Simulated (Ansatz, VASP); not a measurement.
**NaH in VASP and in Ansatz**

```xyz
2
Lattice="0.0000 2.4070 2.4070 2.4070 0.0000 2.4070 2.4070 2.4070 0.0000" Properties=species:S:1:pos:R:3 pbc="T T T"
Na    0.0000    0.0000    0.0000
H     2.4070    2.4070    2.4070
```

Change from the starting cell: volume scaled by 0.96.

Alike in both runs: task single point; functional PBE; k mesh 9 × 9 × 9; occupations fermi-dirac, width 0.05 eV; no spin polarisation.

|  | VASP | Ansatz |
| --- | --- | --- |
| version | VASP 6.6.1 | Ansatz 0.2.0 |
| potentials or method | VASP PAW PBE potentials, release 64 (Na_pv, H) | Ansatz PAW |
| plane-wave cutoff (eV) | 520 | 420 |
| valence electrons in the cell | 8 | 10 |

```csv
,VASP,Ansatz,Ansatz less VASP
gap on the k mesh at the Fermi level (eV),4.09,4.09,+0.001
least direct gap on the mesh (eV),4.79,4.80,+0.004
pressure (GPa),0.2,0.3,+0.03
```

The functional is the same, so the differences come from potentials, cutoffs and numerics. The two sets of potentials don't hold the same shells in valence.

Caveats: an odd mesh through Γ misses points on the zone boundary, where band edges often lie (VASP); odd divisions of the mesh miss points on the zone boundary, where band edges often lie, so the gap on the mesh can be too wide (Ansatz).
